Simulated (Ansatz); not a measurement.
# InGaAs2: the cost of one run

Method: reference: DFT, PBE, plane waves, PAW, in Ansatz 0.2.0.

### Step 1. The system as given

Symmetry: P-4m2, No. 115, tetragonal system. Conventional cell: a = 4.156 Å, b = 4.156 Å, c = 5.914 Å, α = 90.00°, β = 90.00°, γ = 90.00°. Ga (site symmetry -4m2) is surrounded by 4 As at 2.48 Å. As (site symmetry 2mm) is surrounded by 2 Ga at 2.48 Å and 2 In at 2.62 Å. Around In (site symmetry -4m2) lie 4 As at 2.62 Å.

Structure file:

```
Ga As In
1.0
     4.15598    0.00000    0.00000
     0.00000    4.15598    0.00000
     0.00000    0.00000    5.91352
Ga As In
1 2 1
Direct
  0.00000 0.00000 0.00000
  0.00000 0.50000 0.23007
  0.50000 0.00000 0.76993
  0.50000 0.50000 0.50000
```

### Step 2. Baseline

input.yaml reads:

```yaml
crystal:
  lattice:
    - [4.1559802593, 0.0, 0.0]
    - [0.0, 4.1559802593, 0.0]
    - [0.0, 0.0, 5.9135166472]
  atoms:
    - { symbol: Ga, position: [0.0, 0.0, 0.0] }
    - { symbol: As, position: [0.0, 0.5, 0.2300713556] }
    - { symbol: In, position: [0.5, 0.5, 0.5] }
    - { symbol: As, position: [0.5, 0.0, 0.7699286444] }
kpoints:
  mp_grid: { grid: [4, 4, 4] }
hamiltonian:
  xc: pbe
scf:
  occupations: { method: fermi_dirac, width: 0.02 }
  n_extra_bands: 5
output:
  forces: true
  stress: true
  eigenvalues: true
```

The run is started by

```bash
$ ansatz run input.yaml --threads 4 --pin off --max-ram 3686MiB --backend cpu --events-out ev --progress --plain --runs-dir out
```

What time and memory should one allow on 4 threads of Arm Neoverse V1, shared host?

About 1.9 s, with a peak of 0.39 GiB.
